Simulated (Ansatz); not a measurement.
C:

```
C
1.0
     2.52210    0.00000    0.00000
    -1.26105    2.18420    0.00000
     0.00000    0.00000   12.35570
C
12
Direct
  0.66667 0.33333 0.35417
  0.33333 0.66667 0.85417
  0.66667 0.33333 0.14583
  0.33333 0.66667 0.64583
  0.66667 0.33333 0.47917
  0.33333 0.66667 0.97917
  0.66667 0.33333 0.02083
  0.33333 0.66667 0.52083
  0.00000 0.00000 0.81250
  0.00000 0.00000 0.31250
  0.00000 0.00000 0.68750
  0.00000 0.00000 0.18750
```

This is a hexagonal form of diamond, not graphite.

```yaml
Program: Ansatz 0.2.0
Task: relaxation of cell and atoms
Functional: revPBE
Dispersion: D3(BJ)
Potentials_or_basis: Ansatz PAW
Cutoff: "420 eV (not typed: the program's choice for these potentials)"
k_mesh: 12 × 12 × 3
Occupations: fermi-dirac, width 0.05 eV
Spin: no spin polarisation
```

At the start: volume 5.67 Å³/atom.

How do energy, volume and symmetry change on relaxing?

It ends after 7 steps and the volume is 5.62 Å³/atom (-1.0 %); space group P6_3/mmc (No. 194, to 0.05 Å).

Step by step:
| step | energy change (eV) | largest force (eV/Å) | volume (Å³) |
| --- | --- | --- | --- |
| 1 | 0.0000 | 0.3298 | 68.06 |
| 2 | -0.0237 | 0.3212 | 67.65 |
| 3 | -0.0297 | 0.1371 | 67.46 |
| 4 | -0.0308 | 0.0035 | 67.40 |
| 5 | -0.0268 | 0.0042 | 67.40 |
| 6 | -0.0269 | 0.0004 | 67.38 |
| 7 | -0.0268 | 0.0004 | 67.38 |

Final structure:
```
CELL_PARAMETERS angstrom
2.50816 0.00000 0.00000
-1.25408 2.17213 0.00000
0.00000 0.00000 12.36800
ATOMIC_POSITIONS crystal
C 0.66667 0.33333 0.35490
C 0.33333 0.66667 0.85490
C 0.66667 0.33333 0.14510
C 0.33333 0.66667 0.64510
C 0.66667 0.33333 0.47923
C 0.33333 0.66667 0.97923
C 0.66667 0.33333 0.02077
C 0.33333 0.66667 0.52077
C 0.00000 0.00000 0.81311
C 0.00000 0.00000 0.31311
C 0.00000 0.00000 0.68689
C 0.00000 0.00000 0.18689
```

Caveat: the plane-wave basis is chosen anew once the cell has moved, so the energies of steps on either side of that aren't comparable; the pressure holds a Pulay correction of +0.9 GPa for the finite cutoff; the PAW data sets come from PBE, with cores solved anew for the run's functional, which leaves a small shift of forces and pressure.
